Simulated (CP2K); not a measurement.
# NaH (Fm-3m) in CP2K: equation of state

Aim: energy against volume of NaH in PBEsol, for its equilibrium volume and stiffness.

Program: CP2K 2026.2. These are calculated values, not measurements. Logs are shortened: lines on timing, memory, paths and dates and some standing lists are left out, and cuts for length are marked.

## Step 1: The structure

It takes space group Fm-3m (No. 225, cubic). Conventional cell: a = 4.880 Å, b = 4.880 Å, c = 4.880 Å, α = 90.00°, β = 90.00°, γ = 90.00°. Na (site symmetry m-3m) is surrounded by 6 H at 2.44 Å. Around H (site symmetry m-3m) lie 6 Na at 2.44 Å.

## Step 2: Single point, PBEsol, 14.53 Å³/atom

Contents of nah_eos.inp:

```
&GLOBAL
  PROJECT nah_eos
  RUN_TYPE ENERGY_FORCE
  PRINT_LEVEL LOW
&END GLOBAL
&FORCE_EVAL
  METHOD QS
  STRESS_TENSOR ANALYTICAL
  &DFT
    BASIS_SET_FILE_NAME BASIS_MOLOPT_UZH
    POTENTIAL_FILE_NAME POTENTIAL_UZH
    &MGRID
      CUTOFF 1350
      REL_CUTOFF 60
      NGRIDS 4
    &END MGRID
    &QS
      METHOD GPW
      EPS_DEFAULT 1.0E-10
    &END QS
    &KPOINTS
      SCHEME MONKHORST-PACK 9 9 9
      GAMMA_CENTERED T
      SYMMETRY T
      SYMMETRY_BACKEND SPGLIB
    &END KPOINTS
    &SCF
      SCF_GUESS ATOMIC
      EPS_SCF 1.0E-6
      MAX_SCF 100
      ADDED_MOS 10
      CHOLESKY OFF
      EPS_EIGVAL 1.0E-7
      &DIAGONALIZATION ON
        ALGORITHM STANDARD
      &END DIAGONALIZATION
      &MIXING ON
        METHOD BROYDEN_MIXING
        ALPHA 0.4
        BETA 1.5
        NBUFFER 8
      &END MIXING
      &SMEAR ON
        METHOD FERMI_DIRAC
        ELECTRONIC_TEMPERATURE 580.23
      &END SMEAR
    &END SCF
    &XC
      &XC_FUNCTIONAL
        &GGA_X_PBE_SOL
        &END GGA_X_PBE_SOL
        &GGA_C_PBE_SOL
        &END GGA_C_PBE_SOL
      &END XC_FUNCTIONAL
    &END XC
    &PRINT
      &KPOINTS ON
      &END KPOINTS
      &MULLIKEN ON
      &END MULLIKEN
      &MO ON
        ENERGIES T
        OCCUPATION_NUMBERS T
        &EACH
          QS_SCF 0
        &END EACH
        ADD_LAST NUMERIC
      &END MO
    &END PRINT
  &END DFT
  &SUBSYS
    &CELL
      A 3.4506810922 0.0000000000 0.0000000000
      B 1.7253405461 2.9883774862 0.0000000000
      C 1.7253405461 0.9961258287 2.8174693136
      PERIODIC XYZ
    &END CELL
    &COORD
      SCALED
      Na  0.0000000000 0.0000000000 0.0000000000
      H   0.5000000000 0.5000000000 0.5000000000
    &END COORD
    &KIND Na
      BASIS_SET TZVP-MOLOPT-PBE-GTH-q9
      POTENTIAL GTH-PBE-q9
    &END KIND
    &KIND H
      BASIS_SET TZVP-MOLOPT-PBE-GTH-q1
      POTENTIAL GTH-PBE-q1
    &END KIND
    &PRINT
      &ATOMIC_COORDINATES ON
      &END ATOMIC_COORDINATES
      &CELL ON
      &END CELL
    &END PRINT
  &END SUBSYS
  &PRINT
    &FORCES ON
    &END FORCES
    &STRESS_TENSOR ON
    &END STRESS_TENSOR
  &END PRINT
&END FORCE_EVAL
```

Potentials or basis: POTENTIAL_UZH Na GTH-PBE-q9, H GTH-PBE-q1; TZVP-MOLOPT-PBE-GTH basis.

On the command line:

```
> OMP_NUM_THREADS=1 cp2k.psmp -i nah_eos.inp -o nah_eos.out
```

nah_eos.out:

```text

 CP2K| version string:                                       CP2K version 2026.2
 CP2K| Input file name                                               nah_eos.inp

 GLOBAL| Force Environment number                                              1
 GLOBAL| Basis set file name                                    BASIS_MOLOPT_UZH
 GLOBAL| Potential file name                                       POTENTIAL_UZH
 GLOBAL| MM Potential file name                                     MM_POTENTIAL
 GLOBAL| Coordinate file name                                      __STD_INPUT__
 GLOBAL| Method name                                                        CP2K
 GLOBAL| Project name                                                    nah_eos
 GLOBAL| Run type                                                   ENERGY_FORCE
 GLOBAL| FFT library                                                       FFTW3
[... 8 lines left out ...]
 GLOBAL| CPU model name                                                  UNKNOWN

 CELL| Volume [angstrom^3]:                                            29.053568
 CELL| Vector a [angstrom]:       3.451     0.000     0.000   |a| =     3.450681
 CELL| Vector b [angstrom]:       1.725     2.988     0.000   |b| =     3.450681
 CELL| Vector c [angstrom]:       1.725     0.996     2.817   |c| =     3.450681
 CELL| Angle (b,c), alpha [degree]:                                    60.000000
 CELL| Angle (a,c), beta  [degree]:                                    60.000000
 CELL| Angle (a,b), gamma [degree]:                                    60.000000
 CELL| Numerically orthorhombic:                                              NO
 CELL| Periodicity                                                           XYZ

 CELL_REF| Volume [angstrom^3]:                                        29.053568
 CELL_REF| Vector a [angstrom     3.451     0.000     0.000   |a| =     3.450681
 CELL_REF| Vector b [angstrom     1.725     2.988     0.000   |b| =     3.450681
 CELL_REF| Vector c [angstrom     1.725     0.996     2.817   |c| =     3.450681
 CELL_REF| Angle (b,c), alpha [degree]:                                60.000000
 CELL_REF| Angle (a,c), beta  [degree]:                                60.000000
[... 13 lines left out ...]

  Total number of            - Atomic kinds:                                   2
                             - Atoms:                                          2
                             - Shell sets:                                     2
                             - Shells:                                        10
                             - Primitive Cartesian functions:                 12
                             - Cartesian basis functions:                     16
                             - Spherical basis functions:                     16

  Maximum angular momentum of- Orbital basis functions:                        1
                             - Local part of the GTH pseudopotential:          2
                             - Non-local part of the GTH pseudopotential:      1

 MODULE QUICKSTEP: ATOMIC COORDINATES IN ANGSTROM

   Atom Kind Element         X             Y             Z       Z(eff)     Mass
      1    1 Na   11      0.000000      0.000000      0.000000   9.0000  22.9898
      2    2 H     1      3.450681      1.992252      1.408735   1.0000   1.0079

 SCF PARAMETERS         Density guess:                                    ATOMIC
                        --------------------------------------------------------
                        max_scf:                                             100
[... 7 lines left out ...]
                        --------------------------------------------------------
                        level_shift [a.u.]:                             0.000000
                        added MOs                                        10    0
                        --------------------------------------------------------
                        Mixing method:                            BROYDEN_MIXING
                                                charge density mixing in g-space
                        --------------------------------------------------------
                        Smear method:                                FERMI_DIRAC
                        Electronic temperature [K]:                        580.2
                        Electronic temperature [a.u.]:                  1.84E-03
                        Accuracy threshold:                             1.00E-10
                        --------------------------------------------------------
                        No outer SCF

 *******************************************************************************
                                    Kpoints
 *******************************************************************************
 BRILLOUIN| K-point scheme                                        Monkhorst-Pack
[... 11 lines left out ...]
[... 27 lines left out ...]
     6 Broy./Diag. 0.40E+00    2.2     0.00257166       -48.3915236144  2.00E-02
     7 Broy./Diag. 0.40E+00    2.3     0.00016375       -48.3840174867  7.51E-03
     8 Broy./Diag. 0.40E+00    2.3     0.00028989       -48.3855554165 -1.54E-03
     9 Broy./Diag. 0.40E+00    2.3     0.00025574       -48.3855843248 -2.89E-05
    10 Broy./Diag. 0.40E+00    2.3     0.00004574       -48.3852567585  3.28E-04
    11 Broy./Diag. 0.40E+00    2.3     0.00001579       -48.3852287220  2.80E-05
    12 Broy./Diag. 0.40E+00    2.3     0.00000081       -48.3852326830 -3.96E-06

  *** SCF run converged in    12 steps ***

  Electronic density on regular grids:         -9.9999999872        0.0000000128
  Core density on regular grids:                9.9999999998       -0.0000000002
  Total charge density on r-space grids:        0.0000000126
  Total charge density g-space grids:           0.0000000126

  Overlap energy of the core charge distribution:               0.00000000000000
  Self energy of the core charge distribution:                -99.48983921105845
  Core Hamiltonian energy:                                     31.27854521454907
  Hartree energy:                                              27.28776275755122
  Exchange-correlation energy:                                 -7.46170144408989
  Electronic entropic energy:                                  -0.00000000000000
  Fermi energy:                                                 0.07033538026803

  Total energy:                                               -48.38523268304805
  Total energy (extrapolated to T->0):                        -48.38523268304805

 MO| EIGENVALUES AND OCCUPATION NUMBERS FOR K POINT 1
 MO|
 MO|  Index      Eigenvalue [a.u.]        Eigenvalue [eV]             Occupation
 MO|      1              -1.840244             -50.075589               2.000000
 MO|      2              -0.810470             -22.054020               2.000000
 MO|      3              -0.807729             -21.979422               2.000000
 MO|      4              -0.807729             -21.979422               2.000000
 MO|      5              -0.036736              -0.999642               2.000000
 MO|      6               0.142787               3.885421               0.000000
 MO|      7               0.399199              10.862756               0.000000
 MO|      8               0.628869              17.112408               0.000000
 MO|      9               0.628869              17.112408               0.000000
 MO|     10               0.797635              21.704760               0.000000
 MO|     11               1.278646              34.793739               0.000000
 MO|     12               1.278646              34.793739               0.000000
 MO|     13               1.325028              36.055839               0.000000
[... 277 lines left out ...]
 MO|      5              -0.000005              -0.000141               2.000000
 MO|      6               0.192945               5.250289               0.000000
 MO|      7               0.268218               7.298582               0.000000
 MO|      8               0.389996              10.612335               0.000000
 MO|      9               0.546604              14.873843               0.000000
 MO|     10               1.011174              27.515442               0.000000
 MO|     11               1.450991              39.483473               0.000000
 MO|     12               1.937102              52.711231               0.000000
 MO|     13               2.064838              56.187089               0.000000
 MO|     14               3.349336              91.140076               0.000000
 MO|     15               4.853369             132.066874               0.000000
 MO| Sum:                                                              10.000000
 MO| E(Fermi):            0.070335 a.u.          1.913923 eV
 MO| Band gap:            0.192950 a.u.          5.250429 eV

 [... the levels of further k-points ...]

 !-----------------------------------------------------------------------------!
                     Mulliken Population Analysis

 #  Atom  Element  Kind  Atomic population                           Net charge
       1     Na       1          8.525993                              0.474007
       2     H        2          1.474007                             -0.474007
 # Total charge                             10.000000                  0.000000

 !-----------------------------------------------------------------------------!

 ENERGY| Total FORCE_EVAL ( QS ) energy [hartree]            -48.385233592428904

 FORCES| Atomic forces [hartree/bohr]
 FORCES|   Atom     x               y               z               |f|
 FORCES|      1 -3.11013331E-14  5.78650620E-15  1.63073500E-14   3.55908168E-14
 FORCES|      2  6.68678209E-16  7.89154483E-16  2.39120001E-16   1.06163728E-15
 FORCES| Sum    -3.04326549E-14  6.57566068E-15  1.65464700E-14
 FORCES| Total atomic force                                       3.52586368E-14

 STRESS| Analytical stress tensor [bar]
 STRESS|                        x                   y                   z
 STRESS|      x       -9.58487597507E+03   6.47007182405E+00   4.57503158131E+00
 STRESS|      y        6.47007182405E+00  -9.59234797888E+03   2.64174550205E+00
 STRESS|      z        4.57503158131E+00   2.64174550205E+00  -9.59421511624E+03
 STRESS| 1/3 Trace                                            -9.59047969007E+03
 STRESS| Determinant                                          -8.82105530451E+11

 STRESS| Eigenvectors and eigenvalues of the analytical stress tensor [bar]
 STRESS|                        1                   2                   3
 STRESS| Eigenvalues  -9.59608354283E+03  -9.59608264055E+03  -9.57927288682E+03
 STRESS|      x          -0.230760221924     -0.529216873340      0.816504268788
 STRESS|      y           0.795706802231      0.380321441175      0.471387617854
 STRESS|      z          -0.560000361483      0.758475512034      0.333338405804
```

It took 31 s on 1 thread of Arm Neoverse V2, shared host; peak memory 0.48 GiB.

Results:

```
Free energy            : -1316.6292 eV
Pressure               : -1.0 GPa
Band gap on the k mesh : 3.88 eV, indirect (least direct gap 4.63 eV)
Mulliken charges       : Na +0.47; H -0.47 e
```

Caveat: Mulliken charges move with the basis; the potentials were made for another functional, which shifts forces and pressure; an odd mesh through Γ misses points on the zone boundary, where band edges often lie; the basis of atomic orbitals isn't converged, which shifts pressures, moduli and gaps.

(Part 1 of 2 ends here.)
